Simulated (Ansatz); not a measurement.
Here is an Ansatz 0.2.0 calculation.

File input.yaml:

```yaml
crystal:
  lattice:
    - [-1.66395, 1.66395, 1.66395]
    - [1.66395, -1.66395, 1.66395]
    - [1.66395, 1.66395, -1.66395]
  atoms:
    - { symbol: Nb, position: [0.0, 0.0, 0.0] }
hamiltonian:
  xc: pbe
  pseudopotentials: { kind: paw }
kpoints:
  mp_grid: { grid: [11, 11, 11] }
scf:
  occupations: { method: gaussian, width: 0.014 }
output:
  forces: true
  stress: true
  eigenvalues: true
```

Potentials or basis: Ansatz PAW.

Launch:

```console
$ ansatz run input.yaml --threads 2 --pin off --max-ram 5632MiB --backend cpu --events-out ev --progress --plain --runs-dir out
```

Question: Predict the band gap on the k mesh.

Answer: None (metal or under the smearing width).

Question: What does it give for the pressure?

Answer: -1.7 GPa.
